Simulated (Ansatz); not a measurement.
# AlAu (Pm-3m) in Ansatz: reference runs

How does AlAu come out in PBEsol? The cell is run as given and disturbed.

All numbers are computed with Ansatz 0.2.0; they aren't measurements. Logs are shortened: lines on timing, memory, paths and dates and some standing lists are left out, and cuts for length are marked.

## Step 1: The crystal as given

It takes space group Pm-3m (No. 221, cubic). The conventional cell has a = 3.224 Å, b = 3.224 Å, c = 3.224 Å, α = 90.00°, β = 90.00°, γ = 90.00°. Around Au (site symmetry m-3m) lie 8 Al at 2.79 Å. Al (site symmetry m-3m) has 8 Au at 2.79 Å as nearest neighbours.

The cell comes from a database or a generator and needn't be the stable form of this composition.

## Step 2: Single point, PBEsol

File input.yaml:

```yaml
crystal:
  lattice:
    - [3.223942, 0.0, 0.0]
    - [0.0, 3.223942, 0.0]
    - [0.0, 0.0, 3.223942]
  atoms:
    - { symbol: Au, position: [0.5, 0.5, 0.5] }
    - { symbol: Al, position: [0.0, 0.0, 0.0] }
hamiltonian:
  xc: pbesol
  pseudopotentials: { kind: paw }
kpoints:
  mp_grid: { grid: [8, 8, 8] }
scf:
  occupations: { method: fermi_dirac, width: 0.05 }
output:
  forces: true
  stress: true
  eigenvalues: true
```

Potentials or basis: Ansatz PAW.

The run is started by

```bash
$ ansatz run input.yaml --threads 2 --pin off --max-ram 5632MiB --backend cpu --events-out ev --progress --plain --runs-dir out
```

Standard output:

```text
Warning: RAYON_NUM_THREADS=2 ignored (pool sized by the plan → 2); use --threads N
Engine: ansatz 0.2.0, aarch64-unknown-linux-gnu
Pseudopotentials: kind: paw
Pseudopotential: Au, paw, valence charge 19, recommended cutoff 420 eV (normal), Au.paw.azcp
Pseudopotential: Al, paw, valence charge 3, recommended cutoff 420 eV (normal), Al.paw.azcp
Functional definition: PBEsol
  exchange = pbesol_x
  correlation = pbesol_c
Crystal: 2 atoms, lattice volume = 33.509 Å³
Basis set: ecut = 420 eV, 691 PW (Γ), exchange–correlation on 48×48×48 points (8 copies of the dense FFT grid, shifted against one another)
Bands: 15, of which v1, the nominal top of the filled ones, is band 11 counted from 1 (10 counted from 0)
Symmetry: 48 space group operations
Space group: Pm-3m (ITA 221), of the structure as read, at distance tolerance 3.2e-5 Å
k-points: 35 of 512
Non-local potential: Au, projectors of the file, l = 0: 3, l = 1: 2, l = 2: 2, l = 3: 1
Non-local potential: Al, projectors of the file, l = 0: 2, l = 1: 2, l = 2: 1
PAW form: soft (Blöchl's): semilocal exchange-correlation on the pseudo side does not see the compensation charge
PAW frozen core: Au, regenerated for the run's functional, and the local potential with it (the file was generated under x = pbe(κ = 0.804, μ = 0.2195149727645171), c = pbe(β = 0.06672455060314922))
PAW frozen core: Al, regenerated for the run's functional, and the local potential with it (the file was generated under x = pbe(κ = 0.804, μ = 0.2195149727645171), c = pbe(β = 0.06672455060314922))
PAW one-centre angular grid: Au, 590 points (default); XC on 64 Gauss nodes
PAW one-centre angular grid: Al, 110 points (default); XC on 64 Gauss nodes
Initial density: superposition of atomic densities (neutral atoms: chi_scale 0, normalization atom), corrected by the library's trained network
Initial wavefunctions: pseudopotential atomic-orbital guess
Functional: x = pbesol(κ = 0.804, μ = 0.12345679012345678), c = pbesol(β = 0.046)
SCF iter   1: F=—  HF=-13532.180316 eV  |F-HF|=—  |Δ(HF+E_count)|=         —  Δρ=3.95e-3  dr2=4.94e-3  ethr=1.77e-3  ⟨swp⟩=4.9  Hψ=2504  notcnv=0
preconditioner: auto → none  [metal: Δε(μ)=0.058 eV  Ē_g=10.055 eV  σ=0.050 eV  W_gap=0.28  n_scr=6 (ndim 8)  ℏωp=24.0 eV  f_vac=0.000  D(μ)=0.80/eV (n_scr^D=6)  sad-step TF]
SCF iter   2: F=—  HF=-13532.179757 eV  |F-HF|=—  |Δ(HF+E_count)|=   5.59e-4  Δρ=2.40e-3  dr2=2.12e-3  ethr=2.25e-5  ⟨swp⟩=1.2  Hψ=814  notcnv=0
SCF iter   3: F=—  HF=-13532.179054 eV  |F-HF|=—  |Δ(HF+E_count)|=   7.04e-4  Δρ=1.80e-4  dr2=5.80e-6  ethr=9.64e-6  ⟨swp⟩=2.1  Hψ=712  notcnv=0
SCF iter   4: F=—  HF=-13532.179040 eV  |F-HF|=—  |Δ(HF+E_count)|=   1.39e-5  Δρ=1.15e-4  dr2=6.01e-6  ethr=2.64e-8  ⟨swp⟩=2.3  Hψ=846  notcnv=0
SCF iter   5: F=—  HF=-13532.179038 eV  |F-HF|=—  |Δ(HF+E_count)|=   1.59e-6  Δρ=2.42e-5  dr2=2.88e-7  ethr=2.64e-8  ⟨swp⟩=2.0  Hψ=739  notcnv=0
SCF iter   6: F=-13532.179038 eV  HF=-13532.179038 eV  |F-HF|=6.44e-9  |Δ(HF+E_count)|=   6.49e-8  Δρ=5.10e-6  dr2=1.02e-8  ethr=4.55e-10  ⟨swp⟩=5.0  Hψ=2090  notcnv=0
SCF 1 converged in 6 iterations: F = -13532.179038 eV  dr2 = 1.02e-8
SCF converged after 6 iterations
Free energy (F): -13532.179038 eV
Harris-Foulkes:  -13532.179038 eV  (|F-HF|=6.44e-9)
Internal energy: -13532.171993 eV  (E = F + TS)
E sigma→0 (E₀):  -13532.175516 eV
Entropy (-TS):   -0.007045 eV (-3.523 meV/atom)
Fermi energy:    15.092613 eV
--- Per-component energies (eV) ---
  E_band       = -305.982582
  E_kinetic    = 627.287057
  E_local      = -2472.508524  (includes V_loc(G=0)·N_el)
  E_nonlocal   = 84.444445
  E_hartree    = 1062.702789
  E_xc         = -266.831966
  E_vxc        = -304.971210  (∫ρ·V_xc dr)
  E_paw        = -10018.980692  (= ΣΔE_a)
  E_vpaw       = -365.647404  (= ΣTr[D̂ρ^β])
  E_aug_tail   = 0.001371  (compensation charges beyond the density's cutoff)
  E_ewald      = -2548.615092
  E_core_change = 0.328618  (= ΣΔE_core)
  E_smearing   = -0.007045  (= −TS)
  E_closure    = -0.000000  (closes the sum)
  Σ components = -13532.179038   (vs F -13532.179038, Δ=0.00e0)
--- Forces (eV/Å), atoms counted from 1 ---
  atom   1  Au    -0.00000000    -0.00000000    -0.00000000
  atom   2  Al    -0.00000000     0.00000000    -0.00000000
  max |Σ_I F_I| component: 8.91e-30 eV/Å
--- Stress (GPa, compression-positive) ---
       -5.166928       0.000000       0.000000
        0.000000      -5.166928       0.000000
        0.000000       0.000000      -5.166928
  P = ⅓ Tr σ = -5.1669 GPa (-51.669 kbar)
--- Band table (eV; the first three rows and the last of 35) ---
  k-point 0: bands = ["-91.7270", "-43.0873", "-43.0873", "-43.0873", "3.7556", "8.5040", "8.5040", "10.3977", "10.3977", "10.3977", "17.9050", "17.9050", "17.9050", "21.7246", "22.4504"]
  k-point 1: bands = ["-91.7269", "-43.0916", "-43.0869", "-43.0869", "4.0097", "8.5526", "8.5969", "10.2465", "10.2465", "10.4141", "16.2613", "18.2946", "18.2946", "22.1355", "22.1964"]
  k-point 2: bands = ["-91.7267", "-43.1021", "-43.0861", "-43.0861", "4.7442", "8.6737", "8.7523", "9.9163", "9.9163", "10.4540", "13.9322", "19.3400", "19.3400", "21.6064", "22.5333"]
  k-point 34: bands = ["-91.7251", "-43.1119", "-43.1119", "-43.1119", "7.9811", "7.9811", "7.9811", "11.2801", "11.2801", "14.6533", "15.9871", "15.9871", "15.9871", "17.1985", "18.6758"]
```

Wall time 0.61 s (2 threads of Arm Neoverse V2, shared host); peak memory 0.28 GiB.

What came out:

```yaml
Free_energy: -13532.1790 eV
Pressure: -5.2 GPa
Band_gap_on_the_k_mesh: none (metal or under the smearing width)
```

Levels at points of the mesh, in eV from the Fermi level:
```tsv
k point	band 8	band 9	band 10	band 11	band 12	band 13	band 14	band 15
(0.00, 0.00, 0.00)	-4.69	-4.69	-4.69	2.81	2.81	2.81	6.63	7.36
(0.00, 0.00, -0.50)	-5.58	-5.58	-4.58	-3.29	5.73	7.23	7.23	7.90
(0.00, -0.50, -0.50)	-5.36	-3.86	-3.48	-3.48	-1.28	0.71	7.14	10.77
(-0.50, -0.50, -0.50)	-3.81	-3.81	-0.44	0.89	0.89	0.89	2.11	3.58
```

Caveat: the PAW data sets come from PBE, with cores solved anew for the run's functional, which leaves a small shift of forces and pressure.

## Step 3: Single point, PBEsol (atoms moved at random, drawn with an rms of 0.05 Å)

Changes to input.yaml since step 2:

```diff
@@ -6,4 +6,4 @@
   atoms:
-    - { symbol: Au, position: [0.5, 0.5, 0.5] }
-    - { symbol: Al, position: [0.0, 0.0, 0.0] }
+    - { symbol: Au, position: [0.492207, 0.497015, 0.494156] }
+    - { symbol: Al, position: [-0.005738, 0.008779, 0.009828] }
 hamiltonian:
@@ -19 +19,5 @@
   eigenvalues: true
+  write_density: true
+  write_potential: true
+  elf: true
+  volumetric_format: npy
```

Potentials or basis: Ansatz PAW.

The run is started by

```bash
$ ansatz run input.yaml --threads 2 --pin off --max-ram 5632MiB --backend cpu --events-out ev --progress --plain --runs-dir out
```

Wall time 6.1 s (2 threads of Arm Neoverse V2, shared host); peak memory 0.42 GiB.

It converged, with:

```
Free energy            : -13532.1762 eV
Pressure               : -5.0 GPa
Largest force          : 0.090 eV/Å
Band gap on the k mesh : none (metal or under the smearing width)
```

Forces in eV/Å, atoms in the order of the input:
```
Au   0.010  0.054  0.071
Al  -0.010 -0.054 -0.071
```

Stress tensor (GPa, compression positive):
```
-4.97  0.02  0.02
 0.02 -5.01  0.12
 0.02  0.12 -5.04
```

Levels at points of the mesh, in eV from the Fermi level:
| k point | band 7 | band 8 | band 9 | band 10 | band 11 | band 12 | band 13 | band 14 | band 15 |
| --- | --- | --- | --- | --- | --- | --- | --- | --- | --- |
| (0.00, 0.00, 0.00) | -6.60 | -4.71 | -4.70 | -4.70 | 2.81 | 2.82 | 2.82 | 6.62 | 7.35 |
| (0.00, 0.00, -0.50) | -6.25 | -5.59 | -5.58 | -4.59 | -3.29 | 5.73 | 7.21 | 7.21 | 7.91 |
| (0.00, -0.50, 0.00) | -6.25 | -5.59 | -5.58 | -4.59 | -3.29 | 5.72 | 7.22 | 7.22 | 7.88 |
| (0.00, -0.50, -0.50) | -5.37 | -5.37 | -3.86 | -3.48 | -3.48 | -1.28 | 0.71 | 7.15 | 10.75 |
| (-0.50, 0.00, 0.00) | -6.24 | -5.59 | -5.58 | -4.59 | -3.29 | 5.72 | 7.24 | 7.24 | 7.85 |
| (-0.50, 0.00, -0.50) | -5.37 | -5.37 | -3.86 | -3.48 | -3.48 | -1.28 | 0.71 | 7.16 | 10.74 |
| (-0.50, -0.50, 0.00) | -5.37 | -5.37 | -3.86 | -3.48 | -3.48 | -1.29 | 0.71 | 7.16 | 10.74 |
| (-0.50, -0.50, -0.50) | -7.12 | -3.82 | -3.82 | -0.44 | 0.88 | 0.88 | 0.89 | 2.11 | 3.58 |

Caveat: the PAW data sets come from PBE, with cores solved anew for the run's functional, which leaves a small shift of forces and pressure. The run has no spin-orbit coupling, so splittings on Au are missing.
